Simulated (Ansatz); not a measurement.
Runs of Ansatz 0.2.0 on BP. It takes space group F-43m (No. 216, cubic). Conventional cell: a = 4.538 Å, b = 4.538 Å, c = 4.538 Å, α = 90.00°, β = 90.00°, γ = 90.00°. P (site symmetry -43m) has 4 B at 1.97 Å as nearest neighbours. B (site symmetry -43m) is surrounded by 4 P at 1.97 Å. 

```tsv
task	level	potentials or basis	cell	k mesh	cutoff (eV)	smearing	basis error allowed	mesh quality	gap on the mesh (eV)	pressure (GPa)	relaxed volume (Å³/atom)
density of states	BLYP+D3(BJ)	all-electron LAPW, scalar-relativistic	as given	10 × 10 × 10	283	fermi-dirac 0.05 eV	0.001 eV/atom	not flagged	1.51	-3.4	-
single point	PBE	all-electron LAPW, scalar-relativistic	as given	4 × 4 × 4	227	fermi-dirac 0.06 eV	0.004 eV/atom	coarse	1.32	2.2	-
relaxation of cell and atoms	PBE+D4	all-electron LAPW, scalar-relativistic	relaxed	10 × 10 × 10	-	fermi-dirac 0.05 eV	0.001 eV/atom	not flagged	1.22	0.0	11.42
single point	PBE	all-electron PAW datasets made for the crystal	as given	8 × 8 × 8	280	fermi-dirac 0.05 eV	-	not flagged	1.28	(b)	-
relaxation of cell and atoms	PBEsol+D3(BJ)	all-electron LAPW, scalar-relativistic	relaxed	10 × 10 × 10	-	fermi-dirac 0.05 eV	0.001 eV/atom	not flagged	(c)	0.0	(a)
```

Alike in all rows: no spin polarisation.

Question: Fill in the values left out.

Answer: (a) 11.30; (b) 1.1; (c) 1.09.

Caveats: some runs use coarse meshes.

A k mesh can miss the band edges.

Not every run made on this cell is shown here.
